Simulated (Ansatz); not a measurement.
# AlNi: the cost of one run

Computed with Ansatz 0.2.0 (DFT PBE, scalar-relativistic, plane waves, PAW, unless a step's input says otherwise).

6 further runs of the same task are left out: 4 that didn't finish, 2 set aside as unsound or not needed.

## (1) Starting point

The structure is cubic, space group Pm-3m (No. 221). Conventional cell: a = 2.893 Å, b = 2.893 Å, c = 2.893 Å, α = 90.00°, β = 90.00°, γ = 90.00°. Around Al (site symmetry m-3m) lie 8 Ni at 2.51 Å. Ni (site symmetry m-3m) has 8 Al at 2.51 Å as nearest neighbours.

Coordinates:

```
CELL_PARAMETERS angstrom
-2.89308 2.89308 2.89308
2.89308 -2.89308 2.89308
2.89308 2.89308 -2.89308
ATOMIC_POSITIONS crystal
Al 0.50000 0.50000 0.00000
Al 0.00000 0.00000 0.00000
Al 0.00000 0.50000 0.50000
Al 0.50000 0.00000 0.50000
Ni 0.50000 0.50000 0.50000
Ni 0.00000 0.00000 0.50000
Ni 0.00000 0.50000 0.00000
Ni 0.50000 0.00000 0.00000
```

It is built from the cell relaxed beforehand with the same method (12.11 Å³/atom).

## (2) The undisturbed cell

input.yaml

```yaml
crystal:
  lattice:
    - [-2.8930835326, 2.8930835326, 2.8930835326]
    - [2.8930835326, -2.8930835326, 2.8930835326]
    - [2.8930835326, 2.8930835326, -2.8930835326]
  atoms:
    - { symbol: Al, position: [0.5, 0.5, 0.0] }
    - { symbol: Al, position: [0.0, 0.0, 0.0] }
    - { symbol: Al, position: [0.0, 0.5, 0.5] }
    - { symbol: Al, position: [0.5, 0.0, 0.5] }
    - { symbol: Ni, position: [0.5, 0.5, 0.5] }
    - { symbol: Ni, position: [0.0, 0.0, 0.5] }
    - { symbol: Ni, position: [0.0, 0.5, 0.0] }
    - { symbol: Ni, position: [0.5, 0.0, 0.0] }
basis:
  ecutwfc: 420
kpoints:
  mp_grid: { grid: [14, 14, 14] }
hamiltonian:
  xc: pbe
scf:
  occupations: { method: gaussian, width: 0.15 }
output:
  forces: true
  stress: true
  eigenvalues: true
  write_density: true
  write_potential: true
  elf: true
  volumetric_format: npy
```

On the command line:

```bash
$ ansatz run input.yaml --threads 1 --pin off --max-ram 2560MiB --backend cpu --events-out ev --progress --plain --runs-dir out
```

What time and memory should one allow on 1 thread of AMD EPYC 9R45 (Zen 5), shared host?

About 10 s, with a peak of 0.65 GiB.
